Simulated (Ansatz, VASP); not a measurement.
## In: VASP beside Ansatz

INCAR

```
ALGO = Normal
EDIFF = 1E-6
EDIFFG = -0.005
ENCUT = 600
GGA = PE
IBRION = 2
ISIF = 3
ISMEAR = -1
LASPH = True
LCHARG = False
LREAL = False
LWAVE = False
NELM = 80
NSW = 45
PREC = Accurate
SIGMA = 0.05
```

The input KPOINTS:

```
k-points
0
Gamma
  13 13 13
```

The input POSCAR:

```
In
1.0
    3.0946248357      0.0000000000      0.0000000000
    0.0000000000      3.0946248357      0.0000000000
    0.0000000000      0.0000000000      3.0946248357
In
1
Direct
    0.0000000000      0.0000000000      0.0000000000
```

Input for Ansatz:

```yaml
crystal:
  lattice:
    - [3.0946248357, 0.0, 0.0]
    - [0.0, 3.0946248357, 0.0]
    - [0.0, 0.0, 3.0946248357]
  atoms:
    - { symbol: In, position: [0.0, 0.0, 0.0] }
kpoints:
  mp_grid: { grid: [13, 13, 13] }
scf:
  occupations: { method: fermi_dirac, width: 0.05 }
hamiltonian:
  xc: pbe
  pseudopotentials: { kind: all_electron, lapw: { basis_error: 0.0005 } }
output:
  forces: true
  stress: true
  eigenvalues: true
  populations: true
relax:
  f_tol: 0.005
  max_steps: 25
  cell: {}
```

Alike in both runs: task relaxation of cell and atoms; functional PBE; k mesh 13 × 13 × 13; occupations fermi-dirac, width 0.05 eV; no spin polarisation.

|  | VASP | Ansatz |
| --- | --- | --- |
| version | VASP 6.6.1 | Ansatz 0.2.0 |
| potentials or method | VASP PAW PBE potentials, release 64 (In_d) | all-electron LAPW, scalar-relativistic |
| plane-wave cutoff (eV) | 600 | see its input |

```tsv
	VASP	Ansatz	Ansatz less VASP
relaxed volume (Å³/atom)	29.64	29.64	0.000
relaxed cell length with the largest relative difference (Å)	3.095	3.095	0.0000
```

Ansatz ran all-electron here, so the differences hold the error of VASP's frozen core and of both bases.

Caveats: the relaxation stopped at its first step, so nothing moved.
